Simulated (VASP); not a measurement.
# TePb (Fm-3m) in VASP: a series of runs, part 2 of 2

VASP 6.6.1. The steps go on from the part before.

## Step 4: Single point, PBE (volume changed by -3%)

INCAR

```
SYSTEM = TePb
  PREC = Accurate
  ENCUT = 520
  EDIFF = 1E-6
  ISMEAR = 0
  SIGMA = 0.01
  LREAL = .False.
  LASPH = .True.
  NELM = 60
  ALGO = Normal
  ISIF = 2
  LWAVE = .False.
  LCHARG = .False.
  GGA = PE
  NBANDS = 17
```

KPOINTS

```
Automatic mesh
0
Gamma
  6 6 6
  0 0 0
```

POSCAR

```
TePb
1.0
    0.0000000000      3.2528605202      3.2528605202
    3.2528605202      0.0000000000      3.2528605202
    3.2528605202      3.2528605202      0.0000000000
Te Pb
1 1
Direct
    0.5000000000      0.5000000000      0.5000000000
    0.0000000000      0.0000000000      0.0000000000
```

Potentials or basis: VASP PAW PBE potentials, release 64 (Te, Pb_d).

On the command line:

```console
> cat potpaw_PBE.64/Te/POTCAR potpaw_PBE.64/Pb_d/POTCAR > POTCAR
> mpirun -np 1 vasp_std > vasp.out
```

OUTCAR:

```text
SYSTEM = TePb
   PREC = Accurate
   ENCUT = 520
   EDIFF = 1E-6
   ISMEAR = 0
   LREAL = .False.
   LASPH = .True.
   NELM = 60
   ISIF = 2
   GGA = PE

 ion  position               nearest neighbor table
   1  0.500  0.500  0.500-   2 3.25   2 3.25   2 3.25   2 3.25   2 3.25   2 3.25
   2  0.000  0.000  0.000-   1 3.25   1 3.25   1 3.25   1 3.25   1 3.25   1 3.25

  LATTYP: Found a face centered cubic cell.
 ALAT       =     6.5057210404

  Lattice vectors:

 A1 = (   0.0000000000,   3.2528605202,   3.2528605202)
 A2 = (   3.2528605202,   0.0000000000,   3.2528605202)
 A3 = (   3.2528605202,   3.2528605202,   0.0000000000)

Analysis of symmetry for initial positions (statically):
=====================================================================
 Subroutine PRICEL returns:
 Original cell was already a primitive cell.

 Routine SETGRP: Setting up the symmetry group for a
 face centered cubic supercell.

 Subroutine GETGRP returns: Found 48 space group operations
 (whereof 48 operations were pure point group operations)
 out of a pool of 48 trial point group operations.

The static configuration has the point symmetry O_h .

Analysis of symmetry for dynamics (positions and initial velocities):
=====================================================================
 Subroutine PRICEL returns:
 Original cell was already a primitive cell.

 Routine SETGRP: Setting up the symmetry group for a
 face centered cubic supercell.

 Subroutine GETGRP returns: Found 48 space group operations
 (whereof 48 operations were pure point group operations)
 out of a pool of 48 trial point group operations.

The dynamic configuration has the point symmetry O_h .

 Subroutine INISYM returns: Found 48 space group operations
 (whereof 48 operations are pure point group operations),
 and found     1 'primitive' translations

----------------------------------------------------------------------------------------

[... 102 lines left out ...]
     AMIX     =   0.40;   BMIX     =  1.00
     AMIX_MAG =   1.60;   BMIX_MAG =  1.00
  volume/ion in A,a.u.               =      34.42       232.27
  Fermi-wavevector in a.u.,A,eV,Ry     =   1.084283  2.048998 15.995962  1.175670
  Thomas-Fermi vector in A             =   2.220370
   LORBIT       =      0    0 simple, 1 ext, 2 COOP (PROOUT), +10 PAW based schemes
   GGA     = PE    functional components
   LHFCALC =     F    Hartree Fock is set to
   AEXX    =    0.0000 exact exchange contribution
   IVDW    =     0    specifies the selected vdW correction
   LEPSILON=     F    determine dielectric tensor
   LRPA    =     F    only Hartree local field effects (RPA)
 non-spin polarized calculation
 Gauss-broadening in eV      SIGMA  =   0.01
  energy-cutoff  :      520.00
  volume of cell :       68.84
 maximum number of plane-waves:      1874
 NGX is ok and might be reduce to    36
   NGX = 17   NGY = 17   NGZ = 17

 number of electron      20.0000003 magnetization

 Free energy of the ion-electron system (eV)
  ---------------------------------------------------
  ext. energy  EPLUGINS =         0.00000000
  ---------------------------------------------------
  free energy    TOTEN  =        -7.51642300 eV

  energy without entropy =       -7.51642300  energy(sigma->0) =       -7.51642300

 E-fermi :   5.4321     XC(G=0):  -9.2099

 val. band max:        5.3618662774   @ k =   0.5000   0.0000   0.0000
 cond. band min:       6.1388854894   @ k =   0.5000   0.0000   0.0000
 fundamental gap:      0.7770192120
 Fermi energy:         5.4320604703

 k-point     1 :       0.0000    0.0000    0.0000
  band No.  band energies     occupation
      1     -11.3245      2.00000
      2     -11.3245      2.00000
      3     -11.3168      2.00000
      4     -11.3168      2.00000
      5     -11.3168      2.00000
      6      -6.4873      2.00000
[... 297 lines left out ...]
      4     -11.3016      2.00000
      5     -11.2930      2.00000
      6      -4.7679      2.00000
[... 9 lines left out ...]
     16      16.0038      0.00000
     17      16.8164      0.00000

------------------------ aborting loop because EDIFF is reached ----------------------------------------

  FORCE on cell =-STRESS in cart. coord.  units (eV):
  Direction    XX          YY          ZZ          XY          YZ          ZX
  --------------------------------------------------------------------------------------
  -------------------------------------------------------------------------------------
  Total        0.4908267      0.4908267      0.4908267      0.0000000      0.0000000     -0.0000000
  in kB       11.4238487     11.4238487     11.4238487      0.0000000      0.0000000     -0.0000000
  external PRESSURE =      11.4238487 kB  Pullay stress =       0.0000000 kB

 VOLUME and BASIS-vectors are now :
 -----------------------------------------------------------------------------
  energy-cutoff  :      520.00
  volume of cell :       68.84
      direct lattice vectors                 reciprocal lattice vectors
     0.000000000  3.252860520  3.252860520    -0.153710864  0.153710864  0.153710864
     3.252860520  0.000000000  3.252860520     0.153710864 -0.153710864  0.153710864
     3.252860520  3.252860520  0.000000000     0.153710864  0.153710864 -0.153710864

 POSITION                                       TOTAL-FORCE (eV/Angst)
 -----------------------------------------------------------------------------------
      3.25286      3.25286      3.25286        -0.000000      0.000000      0.000000
      0.00000      0.00000      0.00000         0.000000     -0.000000     -0.000000
 -----------------------------------------------------------------------------------
    total drift:                               -0.000000      0.000000      0.000000

  FREE ENERGIE OF THE ION-ELECTRON SYSTEM (eV)
  ---------------------------------------------------
  free  energy   TOTEN  =        -7.5164230033 eV

  energy  without entropy=       -7.5164230033  energy(sigma->0) =       -7.51642300
```

Run time: 12 s. Hardware: 1 thread of Intel Xeon 6975P-C, shared host; peak memory 0.2 GiB.

Results:

```
Free energy            : -7.5164 eV
Pressure               : 1.1 GPa
Band gap on the k mesh : 0.78 eV, direct
```

Levels at points of the mesh, in eV from the valence-band top:
```
           k point  band 6  band 7  band 8  band 9  band 10  band 11  band 12  band 13  band 14  band 15
(0.00, 0.00, 0.00)  -11.85   -5.64   -1.27   -1.27    -1.27     4.06     4.06     4.06     5.85     5.85
(0.50, 0.00, 0.00)  -10.47   -8.48   -0.82   -0.82     0.00     0.78     1.33     1.33     8.37     9.20
(0.50, 0.50, 0.00)  -10.24   -7.26   -4.34   -2.68    -2.68     3.38     5.41     5.41     6.60    10.06
```

Caveat: spin-orbit coupling is left out, which moves the levels of the heavy elements. A k mesh can miss the band edges.

## Step 5: Single point, PBE (volume changed by +3%)

INCAR

```
PREC = Accurate
ENCUT = 520
EDIFF = 1E-6
ISMEAR = 0
SIGMA = 0.01
LREAL = False
LASPH = True
NELM = 100
ALGO = Normal
ISIF = 2
LWAVE = False
LCHARG = False
GGA = PE
NBANDS = 17
```

KPOINTS

```
Automatic mesh
0
Gamma
  6 6 6
```

POSCAR

```
TePb
1.0
    0.0000000000      3.3185925839      3.3185925839
    3.3185925839      0.0000000000      3.3185925839
    3.3185925839      3.3185925839      0.0000000000
Te Pb
1 1
Direct
    0.5000000000      0.5000000000      0.5000000000
    0.0000000000      0.0000000000      0.0000000000
```

On the command line:

```console
> cat potpaw_PBE.64/Te/POTCAR potpaw_PBE.64/Pb_d/POTCAR > POTCAR
> mpirun -np 1 vasp_std > vasp.out
```

Wall time 12 s (1 thread of Intel Xeon 6975P-C, shared host); peak memory 0.2 GiB.

The run converged. Its results:

| Property | Result |
| --- | --- |
| Free energy | -7.5160 eV |
| Pressure | -1.2 GPa |
| Band gap on the k mesh | 0.88 eV, direct |

Levels at points of the mesh, in eV from the valence-band top:
```csv
k point,band 7,band 8,band 9,band 10,band 11,band 12,band 13,band 14
"(0.00, 0.00, 0.00)",-5.78,-1.04,-1.04,-1.04,3.99,3.99,3.99,5.98
"(0.50, 0.00, 0.00)",-8.19,-0.64,-0.64,0.00,0.88,1.46,1.46,8.31
"(0.50, 0.50, 0.00)",-7.18,-3.88,-2.35,-2.35,3.64,5.19,5.19,6.26
```

Caveat: spin-orbit coupling is left out, which moves the levels of the heavy elements. A k mesh can miss the band edges.

## Step 6: Single point, PBE (volume changed by +6%)

INCAR

```
PREC     = Accurate       # precision mode
ENCUT    = 520            # plane-wave cutoff, eV
EDIFF    = 1E-7           # SCF threshold, eV
ISMEAR   = 0              # smearing method
SIGMA    = 0.01           # smearing width, eV
LREAL    = F              # projectors in reciprocal space
LASPH    = T              # aspherical terms in the spheres
NELM     = 100            # most SCF steps
ALGO     = Normal         # electronic algorithm
ISIF     = 2              # what is computed and relaxed
LWAVE    = F              # write WAVECAR
LCHARG   = F              # write CHGCAR
GGA      = PE             # functional
NBANDS   = 17             # bands
```

KPOINTS

```
regular mesh
0
Gamma
  6 6 6
```

POSCAR

```
TePb
1.0
    0.0000000000      3.3505040856      3.3505040856
    3.3505040856      0.0000000000      3.3505040856
    3.3505040856      3.3505040856      0.0000000000
Te Pb
1 1
Direct
    0.5000000000      0.5000000000      0.5000000000
    0.0000000000      0.0000000000      0.0000000000
```

Potentials or basis: VASP PAW PBE potentials, release 64 (Te, Pb_d).

On the command line:

```console
> cat potpaw_PBE.64/Te/POTCAR potpaw_PBE.64/Pb_d/POTCAR > POTCAR
> mpirun -np 1 vasp_std > vasp.out
```

Wall time 14 s (1 thread of Intel Xeon 6975P-C, shared host); peak memory 0.21 GiB.

It converged, with:

* Free energy: -7.4951 eV
* Pressure: -2.0 GPa
* Band gap on the k mesh: 0.93 eV, direct

Levels at points of the mesh, in eV from the valence-band top:
```tsv
k point	band 6	band 7	band 8	band 9	band 10	band 11	band 12	band 13	band 14	band 15
(0.00, 0.00, 0.00)	-11.17	-5.85	-0.95	-0.95	-0.95	3.94	3.94	3.94	6.04	6.04
(0.50, 0.00, 0.00)	-10.01	-8.08	-0.55	-0.55	0.00	0.93	1.52	1.52	8.27	9.01
(0.50, 0.50, 0.00)	-9.85	-7.15	-3.68	-2.20	-2.20	3.75	5.09	5.09	6.10	9.87
```

Caveat: spin-orbit coupling is left out, which moves the levels of the heavy elements. A k mesh can miss the band edges.

## Step 7: Summary

| cell | gap on the mesh (eV) | pressure (GPa) |
| --- | --- | --- |
| a = 4.552 Å, angles 60.0°, 2 atoms | 0.71 | 2.6 |
| a = 4.647 Å, angles 60.0°, 2 atoms | 0.83 | -0.1 |
| a = 4.600 Å, angles 60.0°, 2 atoms | 0.78 | 1.1 |
| a = 4.693 Å, angles 60.0°, 2 atoms | 0.88 | -1.2 |
| a = 4.738 Å, angles 60.0°, 2 atoms | 0.93 | -2.0 |

Alike in all rows: task single point; level PBE; potentials or basis VASP PAW PBE potentials, release 64 (Te, Pb_d); no spin polarisation; k mesh 6 × 6 × 6; cutoff (eV) 520; smearing gaussian 0.01 eV.

Caveats: spin-orbit coupling is left out, which moves the levels of the heavy elements.

Absolute energies hang on the potentials; compare differences alone.

## Step 8: How close it comes

Step 3. Measured gap of TePb: 0.19 eV (direct; 4.2 K; a printed reference work, monograph). This calculation gives 0.83 eV (+0.64 eV). Spin-orbit coupling on Pb, Te is left out. The value is that of PBE on a finite k mesh, which can miss the band edges, without temperature or zero-point motion.
